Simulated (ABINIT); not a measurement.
# ZnSe (Stilleite) (F-43m) in ABINIT: further runs

Aim: see how the results for ZnSe (Stilleite) move with the level of theory and the settings. Levels: r2SCAN, PBEsol. Tasks: single point, relaxation of cell and atoms.

Everything below comes from runs of ABINIT 10.8.3 (patched build). Logs are shortened: lines on timing, memory, paths and dates and some standing lists are left out, and cuts for length are marked. The log counts tension as positive stress, the text compression.

**Experimental background.**

“Alloy Disordering Effects on the Thermal Conductivity and Energy Gap Temperature Dependence of Cd1−xZnxSe Ternary Crystals Grown by the Bridgman Method”, 2023, pmc:10253836 reports, for a bulk crystal of ZnSe at 300 K: band gap 2.695 ± 0.003 eV (an exciton energy, a little under the gap).

The results are compared with them further down.

## (1) The crystal as given

It takes space group F-43m (No. 216, cubic). Conventional cell: a = 5.668 Å, b = 5.668 Å, c = 5.668 Å, α = 90.00°, β = 90.00°, γ = 90.00°. Around Se (site symmetry -43m) lie 4 Zn at 2.45 Å. Zn (site symmetry -43m) is surrounded by 4 Se at 2.45 Å.

## (2) Single point, r2SCAN

Contents of run.abi:

```
pp_dirpath "./"
pseudos "Se.GGA_PBE-JTH.xml, Zn.GGA_PBE-JTH.xml"

acell 4.0075983931 4.0075983931 4.0075983931 Angstrom
rprim
     0.0000000000     0.7071067812     0.7071067812
     0.7071067812     0.0000000000     0.7071067812
     0.7071067812     0.7071067812     0.0000000000
ntypat 2
znucl 34 30
natom 2
typat 1 2
xred
     0.7500000000     0.7500000000     0.7500000000
     0.0000000000     0.0000000000     0.0000000000

ecut 24.0
pawecutdg 46.0

kptopt 1
ngkpt 6 6 6
nshiftk 1
shiftk 0.0 0.0 0.0

ixc -497498
usekden 1
pawxcdev 0

nband 13
occopt 3
tsmear 0.00183747

nstep 100
tolvrs 1.0e-7

iomode 3
prtwf 0
prteig 0
prtebands 0
enunit 2
prtden 1
prtvha 1
prtvclmb 1
prtpot 1
```

Potentials or basis: JTH PAW PBE v2.0.

On the command line:

```bash
$ abinit run.abi > log 2>&1
```

run.abo:

```text
.Version 10.8.3 of ABINIT
 Symmetries : space group F-4 3 m (#216); Bravais cF (face-center cubic)
================================================================================
 Values of the parameters that define the memory need of the present run
     intxc =       0    ionmov =       0      iscf =      17    lmnmax =      18
     lnmax =       6     mgfft =      36  mpssoang =       3    mqgrid =    3001
     natom =       2  nloc_mem =       2    nspden =       1   nspinor =       1
    nsppol =       1      nsym =      24    n1xccc =       1    ntypat =       2
    occopt =       3   xclevel =       2
       mpw =        1747          nfft =       46656          nkpt =          16
 PAW method is used; the additional fine FFT grid is defined by:
   mgfftf=        48    nfftf =    110592
================================================================================
================================================================================

--------------------------------------------------------------------------------
------------- Echo of variables that govern the present computation ------------
--------------------------------------------------------------------------------
 -outvars: echo values of preprocessed input variables --------
            acell      7.5732633856E+00  7.5732633856E+00  7.5732633856E+00 Bohr
              amu      7.89600000E+01  6.53900000E+01
             ecut      2.40000000E+01 Hartree
           enunit           2
              ixc     -497498
         kptrlatt        6    0    0      0    6    0      0    0    6
          kptrlen      4.54395803E+01
            natom           2
            nband          13
            ngfft          36      36      36
          ngfftdg          48      48      48
             nkpt          16
            nstep         100
             nsym          24
           ntypat           2
           occopt           3
        pawecutdg      4.60000000E+01 Hartree
         pawxcdev           0
        prtebands           0
           prteig           0
          prtkden           1
           prtpot           1
         prtvclmb           1
           prtvha           1
            prtwf           0
            rprim      0.0000000000E+00  7.0710678120E-01  7.0710678120E-01
                       7.0710678120E-01  0.0000000000E+00  7.0710678120E-01
                       7.0710678120E-01  7.0710678120E-01  0.0000000000E+00
          spgroup         216
           tolvrs      1.00000000E-07
           tsmear      1.83747000E-03 Hartree
            typat      1  2
          usekden           1
           useylm           1
           xangst      4.2507000001E+00  4.2507000001E+00  4.2507000001E+00
                       0.0000000000E+00  0.0000000000E+00  0.0000000000E+00
            xcart      8.0326588436E+00  8.0326588436E+00  8.0326588436E+00
                       0.0000000000E+00  0.0000000000E+00  0.0000000000E+00
             xred      7.5000000000E-01  7.5000000000E-01  7.5000000000E-01
                       0.0000000000E+00  0.0000000000E+00  0.0000000000E+00
            znucl       34.00000   30.00000

================================================================================

 chkinp: Checking input parameters for consistency.

================================================================================
== DATASET  1 ==================================================================

--- !DatasetInfo
iteration_state: {dtset: 1, }
dimensions: {natom: 2, nkpt: 16, mband: 13, nsppol: 1, nspinor: 1, nspden: 1, mpw: 1747, }
cutoff_energies: {ecut:  24.0, pawecutdg:  46.0, }
electrons: {nelect:   1.80000000E+01, charge:   0.00000000E+00, occopt:   3.00000000E+00, tsmear:   1.83747000E-03, }
meta: {optdriver: 0, ionmov: 0, optcell: 0, iscf: 17, paral_kgb: 0, }
...

 Real(R)+Recip(G) space primitive vectors, cartesian coordinates (Bohr,Bohr^-1):
 R(1)=  0.0000000  5.3551059  5.3551059  G(1)= -0.0933688  0.0933688  0.0933688
 R(2)=  5.3551059  0.0000000  5.3551059  G(2)=  0.0933688 -0.0933688  0.0933688
 R(3)=  5.3551059  5.3551059  0.0000000  G(3)=  0.0933688  0.0933688 -0.0933688
 Unit cell volume ucvol=  3.0713845E+02 bohr^3
 Angles (23,13,12)=  6.00000000E+01  6.00000000E+01  6.00000000E+01 degrees

 Coarse grid specifications (used for wave-functions):

 getcut: wavevector=  0.0000  0.0000  0.0000  ngfft=  36  36  36
         ecut(hartree)=     24.000   => boxcut(ratio)=   2.15550

 Fine grid specifications (used for densities):

 getcut: wavevector=  0.0000  0.0000  0.0000  ngfft=  48  48  48
         ecut(hartree)=     46.000   => boxcut(ratio)=   2.07594

--- Pseudopotential description ------------------------------------------------
- pspini: atom type   1  psp file is ./Se.GGA_PBE-JTH.xml
 Pseudopotential format is: paw10
 basis_size (lnmax)=  4 (lmn_size=  8), orbitals=   0   0   1   1
 Spheres core radius: rc_sph= 2.21132333
 Shapefunction is BESSEL type: shapef(r,l)=aa(1,l)*jl(q(1,l)*r)+aa(2,l)*jl(q(2,l)*r)
 Radius for shape functions =  2.00656599
 Compensation charge density is not taken into account in XC energy/potential

- pspini: atom type   2  psp file is ./Zn.GGA_PBE-JTH.xml
 Pseudopotential format is: paw10
 basis_size (lnmax)=  6 (lmn_size= 18), orbitals=   0   0   1   1   2   2
 Spheres core radius: rc_sph= 2.30769763
 Shapefunction is SIN type: shapef(r)=[sin(pi*r/rshp)/(pi*r/rshp)]**2
 Radius for shape functions =  1.80965103
 Compensation charge density is not taken into account in XC energy/potential

   7.09926356E+02                                ecore*ucvol(ha*bohr**3)
--------------------------------------------------------------------------------

================================================================================

--- !BeginCycle
iteration_state: {dtset: 1, }
solver: {iscf: 17, nstep: 100, nline: 4, wfoptalg: 10, }
tolerances: {tolvrs: 1.00E-07, }
...

     iter   Etot(hartree)      deltaE(h)  residm     nres2
 ETOT  1  -56.897673093524    -5.690E+01 2.709E+00 3.050E+00
 ETOT  2  -57.119669789376    -2.220E-01 1.714E-01 1.511E+00
 ETOT  3  -57.113480970155     6.189E-03 4.517E-02 4.547E-01
 ETOT  4  -57.113700126377    -2.192E-04 2.400E-02 1.590E-01
 ETOT  5  -57.113799864637    -9.974E-05 5.553E-03 2.040E-02
 ETOT  6  -57.113956597701    -1.567E-04 4.293E-02 1.321E-02
 ETOT  7  -57.113978688215    -2.209E-05 1.853E-03 1.275E-03
 ETOT  8  -57.114005862478    -2.717E-05 1.916E-03 4.099E-03
 ETOT  9  -57.114011059565    -5.197E-06 4.281E-04 8.090E-05
 ETOT 10  -57.114027523269    -1.646E-05 1.384E-04 2.386E-04
 ETOT 11  -57.114028403534    -8.803E-07 7.629E-05 5.646E-04
 ETOT 12  -57.114026539235     1.864E-06 3.947E-04 7.929E-06
 ETOT 13  -57.114026983991    -4.448E-07 8.513E-06 7.236E-05
 ETOT 14  -57.114026945089     3.890E-08 5.081E-05 7.933E-06
 ETOT 15  -57.114026972193    -2.710E-08 4.601E-06 4.350E-06
 ETOT 16  -57.114026975775    -3.582E-09 1.015E-05 3.888E-06
 ETOT 17  -57.114026994781    -1.901E-08 3.631E-06 8.020E-06
 ETOT 18  -57.114026970005     2.478E-08 7.572E-06 1.524E-07
 ETOT 19  -57.114026973521    -3.516E-09 5.135E-07 7.391E-07
 ETOT 20  -57.114026973607    -8.638E-11 2.909E-07 4.928E-07
 ETOT 21  -57.114026971794     1.813E-09 2.334E-06 4.775E-08

 At SCF step   21       nres2   =  4.78E-08 < tolvrs=  1.00E-07 =>converged.

Result for kinetic energy density :

--------------------------------------------------------------------------------
 Total kinetic energy density [Ha/Bohr^3]
)     Maximum=    4.9964E-01  at reduced coord.    0.1042    0.9375    0.9583
)     Minimum=    9.3257E-04  at reduced coord.    0.2500    0.2500    0.2500
   Integrated=    9.9768E+00
--------------------------------------------------------------------------------

 Cartesian components of stress tensor (hartree/bohr^3)
  sigma(1 1)=  2.34845277E-06  sigma(3 2)=  0.00000000E+00
  sigma(2 2)=  2.34845277E-06  sigma(3 1)=  0.00000000E+00
  sigma(3 3)=  2.34845277E-06  sigma(2 1)=  0.00000000E+00

--- !ResultsGS
iteration_state: {dtset: 1, }
comment   : Summary of ground state results
lattice_vectors:
- [  0.0000000,   5.3551059,   5.3551059, ]
- [  5.3551059,   0.0000000,   5.3551059, ]
- [  5.3551059,   5.3551059,   0.0000000, ]
lattice_lengths: [   7.57326,    7.57326,    7.57326, ]
lattice_angles: [ 60.000,  60.000,  60.000, ] # degrees, (23, 13, 12)
lattice_volume:   3.0713845E+02
convergence: {deltae:  1.813E-09, res2:  4.775E-08, residm:  2.334E-06, diffor: null, }
etotal    :  -5.71140270E+01
entropy   :   0.00000000E+00
fermie    :   1.18736519E-01
cartesian_stress_tensor: # hartree/bohr^3
- [  2.34845277E-06,   0.00000000E+00,   0.00000000E+00, ]
- [  0.00000000E+00,   2.34845277E-06,   0.00000000E+00, ]
- [  0.00000000E+00,   0.00000000E+00,   2.34845277E-06, ]
pressure_GPa:  -6.9094E-02
xred      :
- [  7.5000E-01,   7.5000E-01,   7.5000E-01, Se]
- [  0.0000E+00,   0.0000E+00,   0.0000E+00, Zn]
cartesian_forces: # hartree/bohr
- [  3.01690978E-28,  -5.02818296E-29,  -3.01690978E-28, ]
- [ -3.01690978E-28,   5.02818296E-29,   3.01690978E-28, ]
force_length_stats: {min:   4.29608141E-28, max:   4.29608141E-28, mean:   4.29608141E-28, }
...

 Integrated electronic density in atomic spheres:
 ------------------------------------------------
 Atom  Sphere_radius  Integrated_density
    1        2.21132          4.03304316
    2        2.30770         10.73503562

================================================================================

 ----iterations are completed or convergence reached----

 Mean square residual over all n,k,spin=   12.971E-09; max=  23.336E-07
 reduced coordinates (array xred) for    2 atoms
       0.750000000000      0.750000000000      0.750000000000
       0.000000000000      0.000000000000      0.000000000000
 rms dE/dt=  1.4248E-27; max dE/dt=  1.6156E-27; dE/dt below (all hartree)
    1       0.000000000000      0.000000000000     -0.000000000000
    2      -0.000000000000      0.000000000000      0.000000000000

 cartesian coordinates (angstrom) at end:
    1      4.25070000013085     4.25070000013085     4.25070000013085
    2      0.00000000000000     0.00000000000000     0.00000000000000

 cartesian forces (hartree/bohr) at end:
    1      0.00000000000000    -0.00000000000000    -0.00000000000000
    2     -0.00000000000000     0.00000000000000     0.00000000000000
 frms,max,avg= 2.4803438E-28 3.0169098E-28   0.000E+00  0.000E+00  0.000E+00 h/b

 cartesian forces (eV/Angstrom) at end:
    1      0.00000000000000    -0.00000000000000    -0.00000000000000
    2     -0.00000000000000     0.00000000000000     0.00000000000000
 frms,max,avg= 1.2754440E-26 1.5513574E-26   0.000E+00  0.000E+00  0.000E+00 e/A
 length scales=  7.573263385587  7.573263385587  7.573263385587 bohr
              =  4.007598393100  4.007598393100  4.007598393100 angstroms
 Fermi (or HOMO) energy (hartree) =   0.11874   Average Vxc (hartree)=  -0.35409
 Eigenvalues (hartree) for nkpt=  16  k points:
 kpt#   1, nband= 13, wtk=  0.00463, kpt=  0.0000  0.0000  0.0000 (reduced coord)
  -0.42057   -0.16243   -0.16243   -0.16243   -0.14736   -0.14736    0.08366    0.08366
   0.08366    0.15173    0.31542    0.31542    0.31542
      occupation numbers for kpt#   1
   2.00000    2.00000    2.00000    2.00000    2.00000    2.00000    2.00000    2.00000
   2.00000    0.00000    0.00000    0.00000    0.00000
 prteigrs : prtvol=0 or 1, do not print more k-points.

 Fermi (or HOMO) energy (eV) =   3.23099   Average Vxc (eV)=  -9.63531
 Eigenvalues (   eV  ) for nkpt=  16  k points:
 kpt#   1, nband= 13, wtk=  0.00463, kpt=  0.0000  0.0000  0.0000 (reduced coord)
 -11.44441   -4.41991   -4.41991   -4.41991   -4.00983   -4.00983    2.27660    2.27660
   2.27660    4.12877    8.58289    8.58289    8.58289
 prteigrs : prtvol=0 or 1, do not print more k-points.

--- !EnergyTerms
iteration_state     : {dtset: 1, }
comment             : Components of total free energy in Hartree
kinetic             :  9.97681258488738E+00
hartree             :  2.22487153004399E+01
xc                  : -7.64677727795247E+00
Ewald energy        : -4.39185504141465E+01
psp_core            :  2.31142131500866E+00
local_psp           : -7.62179224657063E+01
PAW spherical_terms :  3.61322858699259E+01
internal            : -5.71140150875435E+01
'-kT*entropy'       : -1.06164811189632E-11
total_energy        : -5.71140150875541E+01
total_energy_eV     : -1.55415152460622E+03
...

--- !EnergyTermsDC
iteration_state     : {dtset: 1, }
comment             : '"Double-counting" decomposition of free energy'
band_energy         : -2.35713835423627E+00
Ewald energy        : -4.39185504141465E+01
psp_core            :  2.31142131500866E+00
xc_dc               : -2.41101346690489E+01
PAW spherical_terms :  1.09603751506392E+01
internal            : -5.71140269717838E+01
'-kT*entropy'       : -1.06164811189632E-11
total_energy_dc     : -5.71140269717944E+01
total_energy_dc_eV  : -1.55415184799287E+03
...

--- !EnergyTermsWithPAWCore
iteration_state     : {dtset: 1, }
comment             : 'Components of total free energy, including PAW core contributions'
Total energy        : -4.22679067439256E+03
Total energy DC     : -4.22679068627680E+03
Total energy (eV)   : -1.15016833621806E+05
Total energy DC (eV): -1.15016833945193E+05
...

 Cartesian components of stress tensor (hartree/bohr^3)
  sigma(1 1)=  2.34845277E-06  sigma(3 2)=  0.00000000E+00
  sigma(2 2)=  2.34845277E-06  sigma(3 1)=  0.00000000E+00
  sigma(3 3)=  2.34845277E-06  sigma(2 1)=  0.00000000E+00

-Cartesian components of stress tensor (GPa)         [Pressure= -6.9094E-02 GPa]
- sigma(1 1)=  6.90938659E-02  sigma(3 2)=  0.00000000E+00
- sigma(2 2)=  6.90938659E-02  sigma(3 1)=  0.00000000E+00
- sigma(3 3)=  6.90938659E-02  sigma(2 1)=  0.00000000E+00

== END DATASET(S) ==============================================================
================================================================================

 -outvars: echo values of variables after computation  --------
            acell      7.5732633856E+00  7.5732633856E+00  7.5732633856E+00 Bohr
           etotal     -5.7114026972E+01
            fcart      3.0169097780E-28 -5.0281829633E-29 -3.0169097780E-28
                      -3.0169097780E-28  5.0281829633E-29  3.0169097780E-28
            rprim      0.0000000000E+00  7.0710678120E-01  7.0710678120E-01
                       7.0710678120E-01  0.0000000000E+00  7.0710678120E-01
                       7.0710678120E-01  7.0710678120E-01  0.0000000000E+00
           strten      2.3484527697E-06  2.3484527697E-06  2.3484527697E-06
                       0.0000000000E+00  0.0000000000E+00  0.0000000000E+00
           xangst      4.2507000001E+00  4.2507000001E+00  4.2507000001E+00
                       0.0000000000E+00  0.0000000000E+00  0.0000000000E+00
             xred      7.5000000000E-01  7.5000000000E-01  7.5000000000E-01
                       0.0000000000E+00  0.0000000000E+00  0.0000000000E+00
 Calculation completed.
```

It took 96 s on 1 thread of Arm Neoverse V1, shared host; peak memory 0.15 GiB.

Results:

```yaml
Free_energy: -1554.1518 eV
Pressure: -0.1 GPa
Band_gap_on_the_k_mesh: 1.85 eV, direct
Valence_electrons_inside_the_program's_atomic_spheres: Se 4.03; Zn 10.73
```

Caveat: totals of a meta-GGA on PAW files have another zero than those of a GGA; the PAW data sets were made with another functional, which shifts forces and pressure a little.

(Part 1 of 2 ends here.)
